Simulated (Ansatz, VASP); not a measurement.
# SnO2 (SnO2 (P4_2/mnm)): VASP beside Ansatz, part 3 of 3

Wanted: the spread between two codes on one cell, functional and k mesh. Of the first pair: The cell is taken from a series of runs on this material, whose earlier steps may have relaxed, scaled, displaced or heated it; both programs get it as it stands.

VASP 6.6.1 and Ansatz 0.2.0.

So far. Step 2 (VASP: single point, r2SCAN, pair 1): The run ends at a pressure of 1.16 GPa, with forces up to 0.035 eV/Å.

## Step 6: VASP: single point, r2SCAN, start cell, pair 2

Level of this step: r2SCAN; plane waves and PAW (Sn_d, O) (VASP).

The same cell, functional and mesh now go to VASP, with its own data sets.

INCAR reads:

```
SYSTEM = Sn18O35
PREC = Accurate
ENCUT = 580
EDIFF = 1E-06
NELM = 120
ISMEAR = 0
SIGMA = 0.01
LREAL = Auto
ALGO = Normal
METAGGA = R2SCAN
LASPH = .TRUE.
NELECT = 460
NBANDS = 272
LORBIT = 11
LWAVE = .FALSE.
LCHARG = .FALSE.
ISIF = 2
ISYM = 0
GGA_COMPAT = .FALSE.
EFERMI = MIDGAP
LMIXTAU = .TRUE.
NCORE = 2
```

POSCAR reads:

```
Sn18O35
1.0
    9.5155030731      4.7577515366      0.0000000000
   -4.7577515366      4.7577515366      0.0000000000
    0.0000000000      0.0000000000      9.6020443945
Sn O
18 35
Direct
    0.9971904796      0.5039813411      0.1646295242
    0.3318303449      0.1593218269      0.1648572882
    0.6637708259      0.8378166247      0.1674254913
    0.9961116086      0.0007823023      0.9973999287
    0.3336816396      0.6620546791      0.0039664470
    0.6667528367      0.3259654597      0.9996270586
    0.9971128519      0.5035251032      0.5024049881
    0.3297545044      0.1652389777      0.4964082443
    0.6661287324      0.8261829080      0.4981176720
    0.9958271605      0.9942420981      0.3322113364
    0.3294439235      0.6681951847      0.3312170689
    0.6640396503      0.3338594546      0.3375557191
    0.0007997475      0.5065300240      0.8361540178
    0.3316111938      0.1642976367      0.8381000618
    0.6638380145      0.8258200615      0.8334353260
    0.9986722720      0.0049248053      0.6698021521
    0.3331024444      0.6702183392      0.6621441996
    0.6657134101      0.3383564668      0.6700221053
    0.0012806470      0.8137356418      0.1662390773
    0.3292803308      0.4738702689      0.1685797246
    0.6690523123      0.1403089943      0.1621043328
    0.9963972478      0.1931546851      0.1701850078
    0.3380388798      0.8638738212      0.1651367079
    0.6692458210      0.5350245062      0.1667092896
    0.2044222625      0.1078756767      0.0033355397
    0.5372146164      0.7612314988      0.0006288244
    0.8742160314      0.4320602532      0.0006203887
    0.1312075663      0.5722133615      0.0013925160
    0.4606795843      0.2246132426      0.0025458120
    0.7944285526      0.8938002123      0.9956953959
    0.0008203455      0.8032081900      0.5046384708
    0.3293196351      0.4747452621      0.5009435285
    0.6628505032      0.1347836252      0.5027832409
    0.0043704818      0.1994526881      0.4990241456
    0.3331102212      0.8553227931      0.4963501317
    0.2002657472      0.0960805393      0.3353229654
    0.5357046595      0.7612262443      0.3316715555
    0.8689758110      0.4377542593      0.3376760059
    0.1317061912      0.5704038233      0.3300280513
    0.4657756189      0.2279506033      0.3311589563
    0.7998291428      0.8995834763      0.3366774686
    0.0044343776      0.8065611043      0.8353668938
    0.3299452107      0.4704894002      0.8295460501
    0.6618746220      0.1363040913      0.8320756155
    0.0046924827      0.1960035799      0.8316873649
    0.3355172405      0.8629997388      0.8379330140
    0.6688531285      0.5255608623      0.8375332033
    0.1997936055      0.1038086295      0.6660292056
    0.5333528483      0.7631280530      0.6647271912
    0.8705999675      0.4369409900      0.6615880680
    0.1265000204      0.5672627737      0.6634888091
    0.4598396217      0.2238654804      0.6664515115
    0.7970471565      0.8956965562      0.6713641111
```

KPOINTS reads:

```
Points of the shifted mesh
1
Reciprocal
 0.2500000000  0.2500000000  0.2500000000 1
```

The projector-augmented-wave data sets are Sn_d and O (PBE family, release 64).

Started as:

```bash
mpirun -np 8 vasp_std
```

Numbers of over 12 decimals in the logs are rounded to 6 here.

The log of the run:

```text
[banner, memory and clock lines left out]
running    8 mpi-ranks, on    1 nodes
[...]
[... a notice as in an earlier step ...]

 LDA part: xc-table for (None), standard interpolation
 POSCAR, INCAR and KPOINTS ok, starting setup
[...]
entering main loop
       N       E                     dE             d eps       ncg     rms          rms(c)
DAV:   1     0.102490749202E+05    0.10249E+05   -0.19051E+05   544   0.293E+03
DAV:   2     0.188284006878E+04   -0.83662E+04   -0.80018E+04   544   0.924E+02
DAV:   3    -0.589651151857E+03   -0.24725E+04   -0.23564E+04   576   0.370E+02
DAV:   4    -0.912963336499E+03   -0.32331E+03   -0.31627E+03   640   0.142E+02
DAV:   5    -0.927966487058E+03   -0.15003E+02   -0.14814E+02   656   0.304E+01BRMIX: very serious problems
 the old and the new charge density differ
 old charge density:   462.00000 new  460.00000
    0.459E+01
DAV:   6    -0.824092610787E+03    0.10387E+03   -0.13225E+02   816   0.727E+01    0.205E+01
DAV:   7    -0.768061155188E+03    0.56031E+02   -0.33512E+01   760   0.239E+01    0.104E+01
DAV:   8    -0.811012668720E+03   -0.42952E+02   -0.12209E+01   720   0.185E+01    0.504E+00
DAV:   9    -0.754626157922E+03    0.56387E+02   -0.74125E+00   704   0.112E+01    0.279E+00
[...]
DAV:  23    -0.762675157226E+03   -0.91482E-05   -0.24267E-06   440   0.625E-03    0.351E-03
DAV:  24    -0.762675159803E+03   -0.25768E-05   -0.15579E-06   336   0.634E-03    0.158E-03
DAV:  25    -0.762675160174E+03   -0.37103E-06   -0.79281E-07   304   0.380E-03
   1 F= -.76267516E+03 E0= -.76267516E+03  d E =-.511760-173
```

Parts of OUTCAR (step 6):

```text
  Total      -21.4254442    -21.8315392    -15.0011134      1.2925211      0.2597983      0.4754784
  in kB      -52.6443705    -53.6421848    -36.8591737      3.1758482      0.6383493      1.1682960
  external PRESSURE =     -47.7152430 kB  Pullay stress =       0.0000000 kB

 POSITION                                       TOTAL-FORCE (eV/Angst)
 -----------------------------------------------------------------------------------
      7.09095      7.14220      1.58078         1.185894      0.706659      0.745876
      2.39952      2.33678      1.58297        -1.417480      0.283467      0.445164
      2.32999      7.14418      1.60763         0.911876      0.029063     -1.356291
      9.47478      4.74297      9.57708         0.479465      0.754423      0.870271
      0.02526      4.73747      0.03809        -0.151436     -0.285175     -1.508759
      4.79363      4.72311      9.59846        -0.458738      0.257374      0.365331
      7.09238      7.13966      4.82411         2.156631      0.883345     -1.237190
      2.35161      2.35506      4.76653        -0.866035     -0.704520      1.063469
      2.40778      7.10005      4.78295        -1.711775      1.774464      0.709070
      4.74544      9.46826      3.18991         1.214997      1.928497      1.009985
     -0.04428      4.74652      3.18036         0.114224     -0.757370      0.139820
      4.73025      4.74776      3.24123         1.714509     -0.578764     -3.373918
     -2.40233      2.41375      8.02879         1.279108      0.302471     -0.561265
      2.37376      2.35941      8.04747        -0.953539     -0.277452     -0.834618
[...]
-----------------------------------------------------------------------------------
    total drift:                                0.047808      0.044936      0.013185

  FREE ENERGIE OF THE ION-ELECTRON SYSTEM (eV)
  ---------------------------------------------------
  free  energy   TOTEN  =      -762.6751601742 eV

  energy  without entropy=     -762.6751601742  energy(sigma->0) =     -762.67516017

[... 2 further parts left out ...]
[key lines of the parts left out:]
E-fermi :   5.6357
```

The run ends at a pressure of -4.77 GPa, with forces up to 3.8 eV/Å.

## Step 7: Differences

What differs besides the data sets and the points named for the pairs above, as far as they apply: fixed occupations in Ansatz, narrow Gaussian smearing in VASP; the cutoff is 500 eV in Ansatz and 580 eV in VASP (PREC = Accurate, projectors in real space). Total energies have different zeros and are not compared.

Forces on 8 of the 53 atoms, those with the largest forces and the largest differences (eV/Å; atoms numbered as in POSCAR):

```tsv
atom	Ansatz x, y, z	VASP x, y, z
Sn7	2.117, 0.882, -1.180	2.157, 0.883, -1.237
Sn9	-1.784, 1.843, 0.683	-1.712, 1.774, 0.709
Sn10	1.176, 1.903, 0.974	1.215, 1.928, 1.010
Sn12	1.722, -0.637, -3.428	1.715, -0.579, -3.374
Sn17	-1.082, -1.419, 1.592	-1.089, -1.434, 1.652
Sn18	1.550, -1.875, 2.001	1.524, -1.834, 1.899
O20	0.983, -0.466, 0.221	1.046, -0.520, 0.235
O41	-1.445, -1.939, 0.462	-1.444, -1.939, 0.434
```

The forces differ by 30 meV/Å r.m.s., which is 3.4 % of the r.m.s. force of 0.895 eV/Å (both taken over all components). The cell carries a charge of +2 e against a uniform background, so its pressure also hangs on how the neutralising background is counted, and in a defect's cell a gap may be the spacing between its levels.

## Step 8: Summary of results

```yaml
r_m_s_force_difference_single_point_r2scan_pair_1: 14 meV/Å
r_m_s_force_difference_single_point_r2scan_start_cell_pair_2: 3.4 % of the r.m.s. force
```

**Reading.** The r.m.s. force difference is 14 meV/Å (single point, r2SCAN, pair 1), beyond the 12 meV/Å picked in this series as the mark of a large difference. What causes the difference of the single point, r2SCAN, pair 1 pair stays open here. What causes the difference of the single point, r2SCAN, start cell, pair 2 pair stays open here. 2 further runs of this series are not shown here. Such differences can come from data sets, numerical settings and the points named under the comparisons, not from the functional's error against experiment.

[Lines on the potential files, build, host, timing and source positions are cut from VASP's logs without a mark.]

[Logs are printed without paths, hosts, clocks, repeated set-up lines and the standing remarks that a program may print on its own settings, such as how far it seeks lower states.]

[Hosts, paths, dates, database ids (printed as entryN), source tags and the programs' standing remarks are cut or masked in the printed files.]
